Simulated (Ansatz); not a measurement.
Wires are cut from relaxed bulk Au (Fm-3m, 17.97 Å³/atom, gap on the mesh 0.00 eV); atoms and period are relaxed, and energies count from that bulk.

These are results of DFT PBE, scalar-relativistic, plane waves, PAW (Ansatz), not measurements.

Plane waves to 420 eV, a k mesh through Γ of 1×1×18 on the computed 16-atom cell and Gaussian smearing (0.05 eV); no spin polarisation.

Start ([110] wire, 16 host atoms a period):

```
Au
1.0
    19.30000    0.00000    0.00000
     0.00000   17.60000    0.00000
     0.00000    0.00000    2.94023
Au
16
Direct
  0.23340 0.61813 0.00000
  0.53809 0.61813 0.00000
  0.53809 0.38187 0.00000
  0.46191 0.73626 0.50000
  0.46191 0.50000 0.50000
  0.46191 0.26374 0.50000
  0.76660 0.50000 0.50000
  0.30957 0.73626 0.50000
  0.30957 0.50000 0.50000
  0.61426 0.73626 0.50000
  0.61426 0.50000 0.50000
  0.61426 0.26374 0.50000
  0.38574 0.61813 0.00000
  0.38574 0.38187 0.00000
  0.69043 0.61813 0.00000
  0.69043 0.38187 0.00000
```

Q: Relax it.

A: The free energy falls by 47 meV/atom.

| Quantity | Value |
| --- | --- |
| excess energy (eV per host atom) | 0.335 |
| line energy (eV/Å) | 1.921 |
| period (Å) | 2.792 |
| gap on the mesh (eV) | 0 |
| highest filled level or Fermi level under vacuum (eV) | 5.11 |

Relaxed structure:
```yaml
crystal:
  lattice:
    - [19.30000, 0.00000, 0.00000]
    - [0.00000, 17.60000, 0.00000]
    - [0.00000, 0.00000, 2.79222]
  atoms:
    - { symbol: Au, position: [0.24575, 0.61306, 0.00000] }
    - { symbol: Au, position: [0.53737, 0.62182, 0.00000] }
    - { symbol: Au, position: [0.53598, 0.38298, 0.00000] }
    - { symbol: Au, position: [0.46655, 0.74912, 0.50000] }
    - { symbol: Au, position: [0.45747, 0.49623, 0.50000] }
    - { symbol: Au, position: [0.45862, 0.26862, 0.50000] }
    - { symbol: Au, position: [0.75515, 0.50253, 0.50000] }
    - { symbol: Au, position: [0.32058, 0.73472, 0.50000] }
    - { symbol: Au, position: [0.29826, 0.48532, 0.50000] }
    - { symbol: Au, position: [0.61442, 0.73753, 0.50000] }
    - { symbol: Au, position: [0.60878, 0.50097, 0.50000] }
    - { symbol: Au, position: [0.61550, 0.27125, 0.50000] }
    - { symbol: Au, position: [0.39274, 0.61698, 0.00000] }
    - { symbol: Au, position: [0.37054, 0.37142, 0.00000] }
    - { symbol: Au, position: [0.69537, 0.62720, 0.00000] }
    - { symbol: Au, position: [0.70308, 0.37461, 0.00000] }
```

Spin-orbit coupling is left out, which matters for the bands of heavy elements.

Each run keeps its start's symmetry and one magnetic start, so lower states can exist.

The run took 3.7 min on 4 threads of AMD EPYC 9R45 96-Core Processor (Zen 5) (shared host), peak memory 3.9 GiB.